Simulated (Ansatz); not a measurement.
**Sb under changes of volume**

One of the cells (31.849 Å³/atom); the others are scaled copies at fixed shape and fractional positions:

```xyz
4
Lattice="4.5277 0.0000 0.0000 0.0000 4.4211 0.0000 -1.3205 0.0000 6.3643" Properties=species:S:1:pos:R:3 pbc="T T T"
Sb    0.6363    1.1053    4.3511
Sb    3.2336    3.3158    4.8545
Sb   -0.0264    1.1053    1.5099
Sb    2.5709    3.3158    2.0132
```

This isn't the form of Sb at room conditions, which is rhombohedral.

| Property | Result |
| --- | --- |
| Program | Ansatz 0.2.0 |
| Functional | r2SCAN |
| Potentials or basis | Ansatz PAW |
| Cutoff | 500 eV (not typed: the program's choice for these potentials) |
| k mesh | 6 × 6 × 4 |
| Occupations | fermi-dirac, width 0.05 eV |
| Spin | no spin polarisation |

| volume (Å³/atom) | energy over the lowest point (meV/atom) | pressure (GPa) | largest force (eV/Å) |
| --- | --- | --- | --- |
| 29.938 | 12.29 | 2.8 | 0.269 |
| 30.575 | 3.68 | 1.5 | 0.198 |
| 31.212 | 0.00 | 0.4 | 0.225 |
| 31.849 | 0.72 | -0.7 | 0.344 |
| 32.486 | ? | ? | ? |
| 33.123 | 13.56 | -2.5 | 0.565 |
| 33.760 | 24.87 | -3.2 | 0.666 |

What does the run at 32.486 Å³/atom give?

Energy over the lowest point 5.38 meV/atom; pressure -1.6 GPa; largest force 0.458 eV/Å.

Worked out: A Birch-Murnaghan fit of order 3 (a polynomial in V^(-2/3)) to the other rows has its minimum at 31.42 Å³/atom with B0 = V·E''(V) = 53 GPa and B' = 4.6 at fixed shape and positions, which overstates the stiffness. It gives 5.38 meV/atom at 32.486 Å³/atom, against the run's 5.38, and -dE/dV = -1.6 GPa, against -1.6.

Energies are extrapolated to zero smearing.

Caveats: the PAW data sets come from PBE, with cores solved anew for the run's functional, which leaves a small shift of forces and pressure.
